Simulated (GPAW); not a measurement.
## Sr in GPAW: convergence with k mesh

Input of the first run (k mesh 2 × 2 × 2); the others differ in this setting and in those tied to it:

The input run.py:

```python
from ase import Atoms
from ase.dft.bandgap import bandgap
from ase.io import write
from ase.units import GPa
from gpaw import GPAW, PW

atoms = Atoms(['Sr'],
              cell=[[0.0, 3.04235, 3.04235],
                    [3.04235, 0.0, 3.04235],
                    [3.04235, 3.04235, 0.0]],
              scaled_positions=[[0.0, 0.0, 0.0]],
              pbc=True)

calc = GPAW(mode=PW(600),
            xc='PBE',
            kpts={'size': (2, 2, 2), 'gamma': True},
            occupations={'name': 'fermi-dirac', 'width': 0.05},
            nbands=12,
            convergence={'density': 1e-05, 'energy': 1e-05},
            maxiter=100,
            txt='gpaw.txt')
atoms.calc = calc
energy = atoms.get_potential_energy()
forces = atoms.get_forces()
stress = atoms.get_stress()
calc.write('gs.gpw')
write('result.traj', atoms)
print(f'Energy: {energy:.6f} eV')
print('Forces (eV/A):')
print(forces.round(4))
print('Stress (GPa):', (stress / GPa).round(3))
print('Fermi level:', round(calc.get_fermi_level(), 4), 'eV')
print(f'Gap: {bandgap(calc)[0]:.4f} eV, direct: {bandgap(calc, direct=True)[0]:.4f} eV')
```

Potentials or basis: GPAW PAW data sets (gpaw-data 1.2.1), pw.

The run is started by

```bash
$ OMP_NUM_THREADS=1 python run.py
```

Hardware: 1 thread of Arm Neoverse V1, on a shared host.

Task: The values tried are 2 × 2 × 2, 3 × 3 × 3, 4 × 4 × 4, 5 × 5 × 5, 6 × 6 × 6, 7 × 7 × 7, 8 × 8 × 8, 10 × 10 × 10, loosest first. From which on does the pressure stay within 0.1 GPa of the tightest run that finished?

Result: From 6 × 6 × 6 on.

```tsv
k mesh	energy less the tightest run, at zero smearing (meV/atom)	pressure (GPa)	SCF cycles	CPU time (s)	peak memory (GiB)
2 × 2 × 2	22.08	-3.65	9	2.8	0.13
3 × 3 × 3	84.36	0.32	12	3.6	0.13
4 × 4 × 4	-43.81	-0.03	10	4.3	0.14
5 × 5 × 5	-13.69	-0.37	9	4.7	0.14
6 × 6 × 6	24.01	-0.24	9	6.6	0.14
7 × 7 × 7	-3.09	-0.22	10	7.8	0.14
8 × 8 × 8	-5.05	-0.28	9	10	0.15
10 × 10 × 10	0.00	-0.24	9	15	0.16
```

Not settled before the last step: the energy (to 1 meV/atom). Meshes of other sizes hit other points, so gaps and Fermi surfaces needn't settle smoothly. The tightest run that finished is the yardstick and may itself not be fully converged.
